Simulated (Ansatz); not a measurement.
SiO2 — coordination and ¹⁷O quadrupole coupling

Cell: a computed structure from the Materials Project (it need not be an observed phase), taken as it stands.

Space group Fddd:1 (No. 70); a = 4.7192, b = 9.4325, c = 14.7256 Å.

```csv
site,Wyckoff,site symmetry,x,y,z
Si,16g,..2,0.7500,0.7500,0.5632
O5,16d,-1,0.3750,0.6250,0.3750
O9,16f,.2.,0.5000,0.1866,0.5000
```

One atom of each set is listed; the run and its k-mesh use a cell of 12 atoms with edges of 8.74, 7.73, 5.27 Å.

All values are calculated (Ansatz; DFT, PBE, plane waves and PAW, scalar-relativistic, 420 eV cutoff, Γ-centred 5×5×5 k-points, Fermi–Dirac smearing 0.02 eV), not measured.

Q(¹⁷O) = -25.58 mb.

Q: Rank these O sites by |C_Q|, smallest first.
A. O9: 2 Si at 1.62 Å, angle 137°
B. O5: 2 Si at 1.60 Å, angle 180°

A: A (5.48 MHz, η = 0.29), B (6.33 MHz, η = 0.05).

At O9 V_zz runs parallel to the line that joins its two neighbours (within 1°). At O5 V_zz points along the line of its two bonds (within 1°). Like point charges on the first shell alone (each adding as 1/d³) would give the same order.

At this cell the principal stresses reach 5 GPa in size with PBE, which can matter for small gradients. The largest force is 0.4 eV/Å, so the atoms aren't at the calculated equilibrium and relaxing them would move these values.
